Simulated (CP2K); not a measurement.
The system is TaN.

```
CELL_PARAMETERS angstrom
3.12728 0.00000 0.00000
1.56364 2.70831 0.00000
1.56364 0.90277 2.55342
ATOMIC_POSITIONS crystal
Ta 0.50000 0.50000 0.50000
N 0.00000 0.00000 0.00000
```

The cell comes from a database or a generator and needn't be the stable form of this composition.

Base run:

```yaml
Program: CP2K 2026.2
Functional: LDA
Potentials_or_basis: POTENTIAL_UZH Ta GTH-PBE-q13, N GTH-PBE-q5; TZVP-MOLOPT-PBE-GTH basis
Density_cutoff: 9184 eV
k_mesh: 10 × 10 × 10
Occupations: fermi-dirac, width 0.05 eV
Spin: no spin polarisation
```

Its results: band gap on the k mesh none (metal or under the smearing width); pressure -16.6 GPa.

Problem. After a change of settings the same cell gave: band gap on the k mesh none (metal or under the smearing width); pressure 5.8 GPa. Which change was it?
A. functional from LDA to PBEsol
B. functional from LDA to PBE
C. functional from LDA to PBE; density cutoff from 9184 eV to 6123 eV; cutoff of the grids from 675 Ry to 450 Ry
D. functional from LDA to BLYP

Solution. D.

BLYP binds less tightly than LDA, so the same cell stands under more pressure.

Caveats: the potentials were made for another functional, which shifts forces and pressure; the basis of atomic orbitals isn't converged, which shifts pressures, moduli and gaps.
